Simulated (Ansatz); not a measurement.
# How fast states decay through H, part 2 of 2

How good a tunnel barrier is H, and along which direction does it leak most?

Ansatz 0.2.0; PBE DFT, plane waves, PAW files (the session's first sound run).

So far. Step 4 (Decay over the two-dimensional zone): The least value on the mesh is 0.726 Å⁻¹ at +4.74 eV. At that energy the listed points give about 0.726 Å⁻¹ by interpolation, so the mesh holds no clearly slower state. Step 5 (Band edges at another level, cutoff 979.61 eV): The searched edges give 9.49 eV, against 9.49 eV on the mesh.

### Step 6. Complex bands at another level, cutoff 979.61 eV

This step: PBE DFT, plane waves, norm-conserving files; complex bands by layer matching along the plane's normal (Ansatz 0.2.0).

The complex bands at that level, over its own gap, at (0, 0) and (-0.5, 0).

input.yaml

```yaml
crystal:
  lattice:
    - [4.31805162, 0.0, 0.0]
    - [0.0, 4.31805162, 0.0]
    - [2.15902581, 2.15902581, 1.85335906]
  atoms:
    - { symbol: H, position: [0.10005444, 0.10005444, 0.79989112] }
    - { symbol: H, position: [0.89994556, 0.89994556, 0.20010888] }
kpoints:
  mp_grid: { grid: [12, 12, 12] }
scf:
  occupations: { method: fixed }
hamiltonian:
  xc: pbe
  pseudopotentials: { kind: nc }
output:
  eigenvalues: true
  transmission:
    leads: [[0, 0]]
    kpoints: [[0.0, 0.0], [-0.5, 0.0]]
    e_range: [-1.0, 10.49]
    de: 0.23
```

Run with:

```console
$ ansatz run input.yaml --threads 2 --pin off --max-ram 4096MiB --backend cpu --events-out ev --progress --plain --runs-dir out
```

Numbers of over 12 decimals in the logs are rounded to 6 here.

Log:

```text
[...]
Crystal: 2 atoms, lattice volume = 34.557 Å³
Basis set: ecut = 979.609905 eV, 2401 PW (Γ)
Bands: 5, of which v1, the nominal top of the filled ones, is band 1 counted from 1 (0 counted from 0)
Symmetry: 16 space group operations
[...]
k-points: 163 of 1728
[...]
SCF iter   1: F=—  HF=-32.392755 eV  |F-HF|=—  |Δ(HF+E_count)|=         —  Δρ=7.64e-2  dr2=1.56e0  ethr=3.10e-3  ⟨swp⟩=4.9  Hψ=7176  notcnv=0  defer=187
[...]
SCF iter   6: F=-31.749900 eV  HF=-31.749900 eV  |F-HF|=1.47e-10  |Δ(HF+E_count)|=   1.70e-8  Δρ=1.83e-6  dr2=8.46e-10  ethr=2.28e-9  ⟨swp⟩=2.0  Hψ=4027  notcnv=0
SCF 1 converged in 6 iterations: F = -31.749900 eV  dr2 = 8.46e-10
transmission: 4 of 8 steps passed
transmission: 8 of 8 steps passed
SCF converged after 6 iterations
Free energy (F): -31.749900 eV
[...]
Internal energy: -31.749900 eV  (E = F + TS)
E sigma→0 (E₀):  -31.749900 eV
Fermi energy:    -8.981970 eV
[...]
--- Band table (eV; the first three rows and the last of 163) ---
[...]
--- Transmission ---
  basis      : 377 plane waves across, 4 finite elements along
  points     : 2, as listed
[...]
crystal 0  : H2, at the sites [0, 0], period 1.8534 Å: whole cells are its period
[...]
channels       : 0.000000e0 a spin
[...]
slowest decay  : 0.7254 /Å at (-0.5000, 0.0000)
```

Run time: 66 s. Hardware: 2 threads of Intel Xeon 6975P-C (Granite Rapids), shared host; peak memory 0.97 GiB; 2.2 min of CPU time.

Numbers from this step:

* Fermi energy: -8.982 eV
* gap on the k-mesh: 9.489 eV
* decay constant at the filling level, zone centre: 0.7415 Å⁻¹
* decay constant at the filling level, slowest listed point: 0.7254 Å⁻¹

K parallel (0, 0); values up to 1.5 1/Å, a degenerate pair printed once or twice; energies at which all values exceed this have no row. Im kz of the slowest decaying states against energy, zero at the highest filled level on the SCF mesh:

```tsv
energy (eV)	decay 1 (Å⁻¹)	decay 2 (Å⁻¹)	decay 3 (Å⁻¹)	decay 4 (Å⁻¹)
-1.00	0.954	-	-	-
-0.08	0.480	-	-	-
1.07	0.695	-	-	-
1.99	0.763	-	-	-
2.91	0.780	-	-	-
4.06	0.765	-	-	-
4.98	0.732	1.48	-	-
5.90	0.682	1.40	-	-
7.05	0.595	1.28	1.46	-
7.97	0.499	1.18	1.38	-
8.89	0.359	1.07	1.29	1.43
10.04	0.922	1.16	1.32	-
```

K parallel (-0.5, 0); values up to 1.5 1/Å, a degenerate pair printed once or twice; energies at which all values exceed this have no row. Im kz of the slowest decaying states against energy, zero at the highest filled level on the SCF mesh:

```tsv
energy (eV)	decay 1 (Å⁻¹)	decay 2 (Å⁻¹)	decay 3 (Å⁻¹)
-1.00	0.594	-	-
-0.77	0.447	-	-
-0.31	-	-	-
-0.08	0.315	-	-
0.15	0.470	-	-
0.61	0.612	-	-
0.84	0.653	-	-
1.07	0.683	-	-
1.53	0.724	-	-
1.76	0.738	-	-
1.99	0.748	-	-
2.45	0.761	-	-
2.68	0.764	-	-
2.91	0.765	-	-
3.37	0.763	-	-
3.60	0.760	-	-
3.83	0.755	-	-
4.29	0.742	-	-
4.52	0.734	1.48	-
4.75	0.725	1.46	-
4.98	0.715	1.44	-
5.44	0.692	1.40	-
5.67	0.679	1.38	-
5.90	0.665	1.35	-
6.36	0.632	1.31	-
6.59	0.614	1.28	-
6.82	0.595	1.26	1.49
7.28	0.552	1.21	1.45
7.51	0.527	1.18	1.43
7.74	0.501	1.15	1.41
8.20	0.439	1.10	1.37
8.43	0.402	1.07	1.34
8.66	0.360	1.04	1.32
9.12	0.247	0.974	1.27
9.35	0.154	0.940	1.25
9.58	0.904	1.23	-
10.04	0.828	1.18	-
10.27	0.786	1.15	-
```

At the listed wavevectors the last open channel is at -0.08 eV and the next at +9.58 eV on the grid. At +4.75 eV, the grid energy nearest the filling level (the middle of the gap on the SCF mesh), the slowest state at the listed wavevectors decays with κ = 0.725 Å⁻¹, its amplitude falling by e over 1.4 Å; the first such run, plane (001), gave 0.725 Å⁻¹ over as many of its listed wavevectors.

### Step 7. A check of the settings

This step: PBE DFT, plane waves, PAW files; complex bands by layer matching along the plane's normal; changed: scf.mixing = {"algorithm": "anderson", "beta": 0.005, "ndim": 1}, scf.max_iter = 50 (Ansatz 0.2.0).

This run repeats an earlier one, its twin (the complex run, plane (001)), with four settings changed (scf.mixing.algorithm, scf.mixing.beta, scf.mixing.ndim, scf.max_iter; files written aside). The setting was drawn as a possible misstep, on purpose. Where the input is shown as a difference, that is against the step before, not the twin.

input.yaml, the sections that differ from step 6:

```yaml
scf:
  occupations: { method: fixed }
  mixing: { algorithm: anderson, beta: 0.005, ndim: 1 }
  max_iter: 50
hamiltonian:
  xc: pbe
output:
  eigenvalues: true
  transmission:
    leads: [[0, 0]]
    kpoints: [[0.0, 0.0], [-0.5, 0.0], [0.5, 0.0]]
    e_range: [-1.0, 10.49]
    de: 0.23
# crystal, kpoints: as in step 6
```

Log:

```text
Engine: ansatz 0.2.0, x86_64-unknown-linux-gnu
Pseudopotentials: kind: paw
Pseudopotential: H, paw, valence charge 1, recommended cutoff 420 eV (normal), H.paw.azcp
Functional definition: PBE
  parameter kappa = 0.804
  parameter beta = 0.066725
  exchange = pbe_x(kappa = kappa, mu = beta*pi^2/3)
  correlation = pbe_c(beta = beta)
Crystal: 2 atoms, lattice volume = 34.557 Å³
Basis set: ecut = 420 eV, 671 PW (Γ)
Bands: 5, of which v1, the nominal top of the filled ones, is band 1 counted from 1 (0 counted from 0)
Symmetry: 16 space group operations
Space group: I4/mmm (ITA 139), of the structure as read, at distance tolerance 3.3e-5 Å
k-points: 163 of 1728
Non-local potential: H, projectors of the file, l = 0: 2, l = 1: 1
PAW form: soft (Blöchl's): semilocal exchange-correlation on the pseudo side does not see the compensation charge
PAW one-centre angular grid: H, 110 points (default); XC on 64 Gauss nodes
Initial density: superposition of atomic densities (neutral atoms: chi_scale 0, normalization atom), corrected by the library's trained network
Initial wavefunctions: pseudopotential atomic-orbital guess
Functional: x = pbe(κ = 0.804, μ = 0.219515), c = pbe(β = 0.066725)
SCF iter   1: F=—  HF=-31.758544 eV  |F-HF|=—  |Δ(HF+E_count)|=         —  Δρ=6.17e-4  dr2=1.51e-4  ethr=1.77e-3  ⟨swp⟩=3.3  Hψ=6043  notcnv=0  defer=235
preconditioner: auto → none  [insulator: Δε(μ)=9.461 eV  Ē_g=15.066 eV  n_scr=0 (ndim 1)  ℏωp=8.9 eV  f_vac=0.157  ε∞_Penn≈1.4]
SCF iter   2: F=—  HF=-31.758558 eV  |F-HF|=—  |Δ(HF+E_count)|=   1.36e-5  Δρ=5.88e-4  dr2=1.40e-4  ethr=7.57e-6  ⟨swp⟩=1.0  Hψ=2119  notcnv=0  defer=238
SCF iter   3: F=—  HF=-31.758555 eV  |F-HF|=—  |Δ(HF+E_count)|=   3.00e-6  Δρ=5.81e-4  dr2=1.37e-4  ethr=6.98e-6  ⟨swp⟩=1.0  Hψ=815  notcnv=0  defer=71
SCF iter   4: F=—  HF=-31.758552 eV  |F-HF|=—  |Δ(HF+E_count)|=   3.15e-6  Δρ=5.77e-4  dr2=1.35e-4  ethr=6.85e-6  ⟨swp⟩=1.0  Hψ=815  notcnv=0
SCF iter   5: F=—  HF=-31.758548 eV  |F-HF|=—  |Δ(HF+E_count)|=   3.07e-6  Δρ=5.73e-4  dr2=1.33e-4  ethr=6.76e-6  ⟨swp⟩=1.0  Hψ=815  notcnv=0
SCF iter   6: F=—  HF=-31.758545 eV  |F-HF|=—  |Δ(HF+E_count)|=   2.98e-6  Δρ=5.70e-4  dr2=1.32e-4  ethr=6.67e-6  ⟨swp⟩=1.0  Hψ=815  notcnv=0
SCF iter   7: F=—  HF=-31.758543 eV  |F-HF|=—  |Δ(HF+E_count)|=   2.89e-6  Δρ=5.66e-4  dr2=1.30e-4  ethr=6.58e-6  ⟨swp⟩=1.0  Hψ=815  notcnv=0
SCF iter   8: F=—  HF=-31.758540 eV  |F-HF|=—  |Δ(HF+E_count)|=   2.81e-6  Δρ=5.62e-4  dr2=1.28e-4  ethr=6.50e-6  ⟨swp⟩=1.0  Hψ=815  notcnv=0
SCF iter   9: F=—  HF=-31.758537 eV  |F-HF|=—  |Δ(HF+E_count)|=   2.73e-6  Δρ=5.58e-4  dr2=1.27e-4  ethr=6.41e-6  ⟨swp⟩=1.0  Hψ=815  notcnv=0
SCF iter  10: F=—  HF=-31.758534 eV  |F-HF|=—  |Δ(HF+E_count)|=   2.65e-6  Δρ=5.55e-4  dr2=1.25e-4  ethr=6.33e-6  ⟨swp⟩=1.0  Hψ=815  notcnv=0
[...]
SCF iter  41: F=—  HF=-31.758484 eV  |F-HF|=—  |Δ(HF+E_count)|=   8.61e-7  Δρ=4.54e-4  dr2=8.33e-5  ethr=4.22e-6  ⟨swp⟩=1.0  Hψ=815  notcnv=0  defer=126
SCF iter  42: F=—  HF=-31.758483 eV  |F-HF|=—  |Δ(HF+E_count)|=   8.22e-7  Δρ=4.51e-4  dr2=8.23e-5  ethr=4.17e-6  ⟨swp⟩=1.0  Hψ=815  notcnv=0  defer=134
SCF iter  43: F=—  HF=-31.758483 eV  |F-HF|=—  |Δ(HF+E_count)|=   7.84e-7  Δρ=4.48e-4  dr2=8.12e-5  ethr=4.11e-6  ⟨swp⟩=1.0  Hψ=815  notcnv=0  defer=138
SCF iter  44: F=—  HF=-31.758482 eV  |F-HF|=—  |Δ(HF+E_count)|=   7.47e-7  Δρ=4.45e-4  dr2=8.02e-5  ethr=4.06e-6  ⟨swp⟩=1.0  Hψ=815  notcnv=0  defer=143
SCF iter  45: F=—  HF=-31.758481 eV  |F-HF|=—  |Δ(HF+E_count)|=   7.11e-7  Δρ=4.42e-4  dr2=7.92e-5  ethr=4.01e-6  ⟨swp⟩=1.0  Hψ=815  notcnv=0  defer=150
SCF iter  46: F=—  HF=-31.758480 eV  |F-HF|=—  |Δ(HF+E_count)|=   6.75e-7  Δρ=4.40e-4  dr2=7.81e-5  ethr=3.96e-6  ⟨swp⟩=1.0  Hψ=815  notcnv=0  defer=157
SCF iter  47: F=—  HF=-31.758480 eV  |F-HF|=—  |Δ(HF+E_count)|=   6.41e-7  Δρ=4.37e-4  dr2=7.71e-5  ethr=3.91e-6  ⟨swp⟩=1.0  Hψ=815  notcnv=0  defer=162
SCF iter  48: F=—  HF=-31.758479 eV  |F-HF|=—  |Δ(HF+E_count)|=   6.07e-7  Δρ=4.34e-4  dr2=7.62e-5  ethr=3.86e-6  ⟨swp⟩=2.8  Hψ=4103  notcnv=0
SCF iter  49: F=—  HF=-31.758479 eV  |F-HF|=—  |Δ(HF+E_count)|=   5.75e-7  Δρ=4.31e-4  dr2=7.52e-5  ethr=3.81e-6  ⟨swp⟩=1.9  Hψ=3570  notcnv=0
SCF iter  50: F=—  HF=-31.758478 eV  |F-HF|=—  |Δ(HF+E_count)|=   5.43e-7  Δρ=4.29e-4  dr2=7.42e-5  ethr=3.76e-6  ⟨swp⟩=2.0  Hψ=3850  notcnv=0
Error: did not converge after 50 iterations: dr2 = 7.42e-5 (threshold 1.00e-7), under the density mixer `anderson`; at k-index 39, counted from 0 in this SCF's own list of k-points, the highest band that the last eigensolve's fill by count filled, -9.180426 eV, and the lowest that it left empty, 0.505455 eV, lay 9.686e0 eV apart, the closest at any k-point: where those lie closer than the levels still move from one iteration to the next, and no symmetry of the run holds them equal, such a fill need not settle, and opposed starting moments at zero total moment, or else a narrow smearing, may settle it (`scf.occupations.method`, Limitations, in the input reference); [rest of the remark cut]
```

Wall time 3.3 s (2 threads); peak memory 0.29 GiB.

Residual by cycle:

cycle, log10 residual and a bar from the least value:
```
        1       -3.8 ##############################
        5       -3.9 #########################
       10       -3.9 ######################
       14       -3.9 ####################
       19       -4.0 #################
       23       -4.0 ###############
       28       -4.0 ############
       32       -4.0 ##########
       37       -4.1 #######
       41       -4.1 #####
       46       -4.1 ##
       50       -4.1
```

No converged result was reached; the numbers in the log don't describe the system.

After 50 cycles the residual stands at 7.4e-5, against 1.0e-4 at cycle 26 and a least value of 7.4e-5. The cap of 50 cycles in the input ended the loop.

The program's message: “Error: did not converge after 50 iterations: dr2 = 7.42e-5 (threshold 1.00e-7), under the density mixer `anderson`; at k-index 39, counted from 0 in this SCF's own list of k-points, the highest band t …”

The fault put into the input: mixing far too weak (scf.mixing).

### Step 8. Outcome

```json
{
 "band gap": "9.49 eV",
 "least decay constant at mid-gap, normal to (001)": "0.725 Å⁻¹",
 "least decay constant on a mesh, normal to (001)": "0.726 Å⁻¹",
 "least decay constant, norm-conserving files": "0.725 Å⁻¹"
}
```

What this shows: With PBE, the slowest decay at the wavevectors tried is κ = 0.725 Å⁻¹, normal to (001). Through such a film the transmission near mid-gap falls as exp(−2κd), a factor of ten every 1.6 Å. A free electron under a barrier of half the gap would need a mass of 0.42 mₑ to decay at this rate. With norm-conserving files the gap goes from 9.49 to 9.49 eV and the decay constant, over the first 2 listed wavevectors, from 0.725 to 0.725 Å⁻¹. A semilocal functional narrows gaps, so real decay constants are likely larger.

[Logs are printed without paths, hosts, clocks, repeated set-up lines and the standing remarks that a program may print on its own settings, such as how far it seeks lower states.]

[Hosts, paths, dates, database ids (printed as entryN), source tags and the programs' standing remarks are cut or masked in the printed files.]
